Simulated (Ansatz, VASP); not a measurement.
# ZnS in two plane-wave programs, part 2 of 2

Wanted: the spread between two codes on one cell, functional and k mesh. The cell is taken from a series of runs on this material, whose earlier steps may have relaxed, scaled, displaced or heated it; both programs get it as it stands.

VASP 6.6.1 and Ansatz 0.2.0.

So far: Set-up; VASP: zone-centre phonons, LDA.

**3. Ansatz: zone-centre phonons, LDA**

Level of this step: Ansatz beside VASP: Kohn-Sham DFT, plane waves, LDA (Ansatz).

Ansatz runs on its PAW soft_1 files.

The same cell, functional (in two slightly different forms) and mesh now go to Ansatz, which takes its cutoff from its data sets.

input.yaml reads:

```yaml
crystal:
  lattice:
    - [0.0, 2.6095180326, 2.7542920846]
    - [2.6095180326, 0.0, 2.7542920846]
    - [2.6095180326, 2.6095180326, 0.0]
  atoms:
    - { symbol: S, position: [0.0, 0.0, 0.0] }
    - { symbol: Zn, position: [0.75, 0.75, 0.75] }
kpoints:
  mp_grid: { grid: [12, 12, 12] }
hamiltonian:
  xc: lda
  pseudopotentials: { kind: paw, azcp: { folder: soft_1 }, xc_functional: pbe }
scf:
  occupations: { method: fixed }
output:
  eigenvalues: true
phonons:
  method: dfpt
  dielectric: true
  rigid_motions: translations
```

Started as:

```
$ ansatz run input.yaml --threads 4 --pin off --max-ram 10240MiB --backend cpu --events-out ev --progress --plain --runs-dir out
```

Numbers of over 12 decimals in the logs are rounded to 6 here.

The log of the run:

```text
Engine: ansatz 0.2.0, aarch64-unknown-linux-gnu
Pseudopotentials: kind: paw
Pseudopotential: S, paw, valence charge 6, recommended cutoff 420 eV (normal), soft_1/S.paw.azcp
Pseudopotential: Zn, paw, valence charge 12, recommended cutoff 420 eV (normal), soft_1/Zn.paw.azcp
Functional definition: SPW92
  exchange = slater_x
  correlation = pw_c
Crystal: 2 atoms, lattice volume = 37.511 Å³
Basis set: ecut = 420 eV, 741 PW (Γ), exchange–correlation on 54×54×54 points (8 copies of the dense FFT grid, shifted against one another)
Bands: 13, of which v1, the nominal top of the filled ones, is band 9 counted from 1 (8 counted from 0)
Symmetry: 8 space group operations
k-points: 868 of 1728 (irreducible under 1 space group operation, time reversal used)
Non-local potential: S, projectors of the file, l = 0: 2, l = 1: 2, l = 2: 1
Non-local potential: Zn, projectors of the file, l = 0: 2, l = 1: 2, l = 2: 3, l = 3: 1
PAW form: soft (Blöchl's): semilocal exchange-correlation on the pseudo side does not see the compensation charge
PAW frozen core: S, regenerated for the run's functional, and the local potential with it (the file was generated under x = pbe(κ = 0.804, μ = 0.219515), c = pbe(β = 0.066725))
PAW frozen core: Zn, regenerated for the run's functional, and the local potential with it (the file was generated under x = pbe(κ = 0.804, μ = 0.219515), c = pbe(β = 0.066725))
PAW one-centre angular grid: S, 110 points (default); XC on 64 Gauss nodes
PAW one-centre angular grid: Zn, 590 points (default); XC on 64 Gauss nodes
Initial density: superposition of atomic densities (chi_scale 0.1, normalization cell, long waves kept (reshape's long-wave potential 0.00 eV rms))
Initial wavefunctions: pseudopotential atomic-orbital guess
Functional: x = slater, c = lda
SCF iter   1: F=—  HF=-4117.534043 eV  |F-HF|=—  |Δ(HF+E_count)|=         —  Δρ=3.82e-2  dr2=3.38e-1  ethr=3.10e-3  ⟨swp⟩=5.1  Hψ=67739  notcnv=0  defer=1719
preconditioner: auto → none  [insulator: Δε(μ)=2.249 eV  Ē_g=12.736 eV  n_scr=14 (ndim 8)  ℏωp=25.7 eV  f_vac=0.000  ε∞_Penn≈5.1]
SCF iter   2: F=—  HF=-4117.446820 eV  |F-HF|=—  |Δ(HF+E_count)|=   8.72e-2  Δρ=1.45e-2  dr2=4.10e-2  ethr=1.88e-3  ⟨swp⟩=2.1  Hψ=26480  notcnv=0  defer=1722
SCF iter   3: F=—  HF=-4117.435419 eV  |F-HF|=—  |Δ(HF+E_count)|=   1.14e-2  Δρ=9.71e-3  dr2=1.73e-2  ethr=2.28e-4  ⟨swp⟩=2.0  Hψ=19966  notcnv=0  defer=1734
SCF iter   4: F=—  HF=-4117.430754 eV  |F-HF|=—  |Δ(HF+E_count)|=   4.66e-3  Δρ=2.30e-3  dr2=1.31e-3  ethr=9.60e-5  ⟨swp⟩=2.0  Hψ=26909  notcnv=0  defer=1734
SCF iter   5: F=—  HF=-4117.430588 eV  |F-HF|=—  |Δ(HF+E_count)|=   1.66e-4  Δρ=6.21e-4  dr2=8.17e-5  ethr=7.26e-6  ⟨swp⟩=2.1  Hψ=19128  notcnv=0  defer=1736
SCF iter   6: F=—  HF=-4117.430602 eV  |F-HF|=—  |Δ(HF+E_count)|=   1.38e-5  Δρ=1.24e-4  dr2=2.54e-6  ethr=4.54e-7  ⟨swp⟩=2.4  Hψ=19123  notcnv=0  defer=3
SCF iter   7: F=—  HF=-4117.430601 eV  |F-HF|=—  |Δ(HF+E_count)|=   5.48e-7  Δρ=1.91e-5  dr2=6.36e-8  ethr=1.41e-8  ⟨swp⟩=2.0  Hψ=17079  notcnv=0
SCF iter   8: F=—  HF=-4117.430601 eV  |F-HF|=—  |Δ(HF+E_count)|=   2.26e-7  Δρ=1.44e-6  dr2=3.92e-10  ethr=3.53e-10  ⟨swp⟩=2.0  Hψ=18273  notcnv=0
SCF iter   9: F=-4117.430601 eV  HF=-4117.430601 eV  |F-HF|=4.09e-11  |Δ(HF+E_count)|=  3.26e-10  Δρ=2.82e-7  dr2=1.35e-11  ethr=1.00e-12  ⟨swp⟩=8.0  Hψ=78102  notcnv=0
SCF 1 converged in 9 iterations: F = -4117.430601 eV  dr2 = 1.35e-11
  greatest PAW one-centre occupation: 0.983 electrons in one spin orbital (limit 2), on the Zn atom at site 1 (counted from 0), in its partial waves of l = 2
NSCF: frozen V_eff on 3 k-points
DFPT response loops at Γ: preconditioner auto → none (the input reference at scf.mixing.eps_inf says where Resta's filter doesn't serve); β = 0.50; Broyden in place of MSR1
── the response to a field inside a basis, on 12×12×12 k-points: an SCF that follows is theirs, and a resumed run solves both again ──
Bands: 10, of which v1, the nominal top of the filled ones, is band 9 counted from 1 (8 counted from 0)
k-points: 468 of 1728 (irreducible under 2 space group operations, time reversal used)
Initial density: handed on by an earlier stage of this run
Initial wavefunctions: pseudopotential atomic-orbital guess (no wavefunctions were taken with the density)
Eigensolver: Dense (468 Hₖ)
SCF iter   1: F=—  HF=-4117.431036 eV  |F-HF|=—  |Δ(HF+E_count)|=         —  Δρ=2.48e-4  dr2=5.33e-6  ethr=1.00e-1
preconditioner: auto → none  [insulator: Δε(μ)=2.164 eV  Ē_g=10.026 eV  n_scr=14 (ndim 8)  ℏωp=25.7 eV  f_vac=0.012  ε∞_Penn≈7.6]
SCF iter   2: F=—  HF=-4117.431036 eV  |F-HF|=—  |Δ(HF+E_count)|=   3.38e-7  Δρ=2.18e-4  dr2=6.85e-6  ethr=2.96e-8
SCF iter   3: F=—  HF=-4117.431040 eV  |F-HF|=—  |Δ(HF+E_count)|=   4.03e-6  Δρ=2.01e-4  dr2=8.79e-6  ethr=2.96e-8
SCF iter   4: F=-4117.431036 eV  HF=-4117.431036 eV  |F-HF|=1.82e-9  |Δ(HF+E_count)|=   4.16e-6  Δρ=7.38e-6  dr2=7.72e-9  ethr=2.96e-8
SCF 1 converged in 4 iterations: F = -4117.431036 eV  dr2 = 7.72e-9
DFPT response loops at Γ: mixed as the last ones told, above
SCF converged after 9 iterations
Free energy (F): -4117.430601 eV
Harris-Foulkes:  -4117.430601 eV  (|F-HF|=4.09e-11)
Internal energy: -4117.430601 eV  (E = F + TS)
E sigma→0 (E₀):  -4117.430601 eV
Fermi energy:    6.234393 eV
--- Per-component energies (eV) ---
  E_band       = 6.813288
  E_kinetic    = 255.462691
  E_local      = -2238.500102  (includes V_loc(G=0)·N_el)
  E_nonlocal   = 857.500047
  E_hartree    = 850.109043
  E_xc         = -166.663698
  E_vxc        = -135.495785  (∫ρ·V_xc dr)
  E_paw        = -2401.945255  (= ΣΔE_a)
  E_vpaw       = -432.371196  (= ΣTr[D̂ρ^β])
  E_aug_tail   = -0.000257  (compensation charges beyond the density's cutoff)
  E_ewald      = -1275.103411
  E_core_change = 1.710341  (= ΣΔE_core)
  E_smearing   = -0.000000  (= −TS)
  E_closure    = 0.000000  (closes the sum)
  Σ components = -4117.430601   (vs F -4117.430601, Δ=0.00e0)
--- Band table (eV; the first three rows and the last of 868) ---
  k-point 0: bands = [... 5 lower, 0.0177, 6.0094, 6.2344, 6.2344, 8.2273, 12.3558, 12.3674, 12.3674]
  k-point 1: bands = [... 5 lower, 0.0157, 5.5073, 6.0175, 6.1652, 8.7195, 12.2640, 12.5038, 12.5065]
  k-point 2: bands = [... 5 lower, 0.0116, 4.3537, 5.7905, 5.9876, 9.3525, 12.3064, 12.8099, 12.8325]
  k-point 867: bands = [... 5 lower, 0.2229, 0.4647, 5.0474, 5.3763, 9.2948, 12.7141, 13.1445, 14.9731]
--- Phonons (Γ-DFPT): 4 representative perturbations + reference, on 868 of 1728 k-points (Σ response iterations 12) ---
  k mesh reduced under 1 symmetry operation, with k and −k counted as one. Each operation leaves every solved perturbation unchanged. A smaller set is not considered because the run solves the response to a homogeneous field
  ASR residual: 2.393e-4 → 0.000e0 eV/Å²; symmetrization residual: 4.496e-6 eV/Å²
  ASR residual per site (eV/Å²): 2.83e-5 2.39e-4
  Γ frequencies (cm⁻¹): 0.00 0.00 0.00 282.13 282.13 289.87
  ε∞ (high-frequency dielectric tensor):
        6.126580    -0.000000    -0.000000
       -0.000000     6.126580     0.000000
       -0.000000     0.000000     6.359593
  ε⁰ (static dielectric tensor: ions relaxed, cell fixed):
        8.811586    -0.000000    -0.000000
       -0.000000     8.811586     0.000000
       -0.000000     0.000000     9.289905
  ε⁰ − ε∞ (ionic part):
        2.685005    -0.000000    -0.000000
       -0.000000     2.685005     0.000000
       -0.000000     0.000000     2.930312
  softest optical mode at Γ: 282.13 cm⁻¹; the repairs (sum rule, projections) moved no ω² at Γ by more than (1.11 cm⁻¹)²
  Born effective charges Z* (e; rows j = field, columns β = displacement):
    site 0:
        -1.87211    0.00000    0.00000
         0.00000   -1.87211   -0.00000
        -0.00000   -0.00000   -2.00943
    site 1:
         1.87211    0.00000   -0.00000
         0.00000    1.87211    0.00000
         0.00000    0.00000    2.00943
  Z* charge neutrality: 7.758e-4 e pre-enforcement
  solved inside a basis spanned on kpoints, on 12×12×12 k-points, its susceptibility summed on 16×16×16: ε∞ is read to err by 1.7e-2, Z* by 1.3e-2 e (field_mesh: kpoints solves on kpoints); Z* is corrected for what the basis lacks
  optical modes at Γ without the LO–TO term, one row a degenerate level:
      ω (cm⁻¹)  modes    IR ((D/Å)²/amu)
        282.13      2             7.5176
        289.87      1             4.3305
  optical modes at Γ + LO–TO along q̂ = [1.0000, 0.0000, 0.0000]:
      ω (cm⁻¹)  modes    IR ((D/Å)²/amu)
        282.13      1             3.7588
        289.87      1             4.3305
        338.35      1             3.7588
  optical modes at Γ + LO–TO along q̂ = [0.0000, 1.0000, 0.0000]:
      ω (cm⁻¹)  modes    IR ((D/Å)²/amu)
        282.13      1             3.7588
        289.87      1             4.3305
        338.35      1             3.7588
  optical modes at Γ + LO–TO along q̂ = [0.0000, 0.0000, 1.0000]:
      ω (cm⁻¹)  modes    IR ((D/Å)²/amu)
        282.13      2             7.5176
        350.35      1             4.3305
```

Reading the cycles: dr2 is the Hartree energy of the density residual (eV), the measure of convergence; HF is the Harris–Foulkes estimate of the energy, which meets the free energy F at convergence.

**4. Differences**

Known differences besides the potentials themselves: the two LDA forms differ slightly; fixed occupations in Ansatz, narrow Gaussian smearing in VASP; VASP's response is taken on the typed mesh, Ansatz refines its own for the field response alone; the cutoff is 420 eV in Ansatz and 500 eV in VASP; VASP's log shows a relativistic correction to its local exchange, Ansatz's none. Total energies have different zeros and are not compared.

The two programs side by side:

```
                                     quantity  Ansatz   VASP  difference
                                        ε∞ xx    6.13   6.08     +0.73 %
                                        ε∞ yy    6.13   6.08     +0.73 %
                                        ε∞ zz    6.36   6.31     +0.85 %
 Born charge of S1 (mean of the diagonal) (e)   -1.92  -1.93       +0.01
Born charge of Zn2 (mean of the diagonal) (e)    1.92   1.93       -0.01
                   optical mode 1 to 2 (cm⁻¹)   282.1  284.1     -0.68 %
                        optical mode 3 (cm⁻¹)   289.9  292.0     -0.73 %
```

Modes are paired by rising frequency, not by their patterns, so a pair may set unlike modes beside each other; they are those without the splitting of longitudinal modes.

**5. What came out**

| Item | Value |
| --- | --- |
| r.m.s. difference of the optical zone-centre modes, each program's sorted by frequency (zone-centre phonons, LDA) | 2.0 cm⁻¹ |
| difference in ε∞ zz (zone-centre phonons, LDA) | +0.9 % |

**Reading.** The r.m.s. difference of the optical zone-centre modes, each program's sorted by frequency is 2.0 cm⁻¹ (zone-centre phonons, LDA). Among the rows given in per cent, the largest difference of the zone-centre phonons, LDA pair is in ε∞ zz, +0.9 %. Such differences can come from data sets, numerical settings and the points named under the comparisons, not from the functional's error against experiment.

[Lines on the potential files, build, host, timing and source positions are cut from VASP's logs without a mark.]

[Logs are printed without paths, hosts, clocks, repeated set-up lines and the standing remarks that a program may print on its own settings, such as how far it seeks lower states.]

[Hosts, paths, dates, database ids (printed as entryN), source tags and the programs' standing remarks are cut or masked in the printed files.]
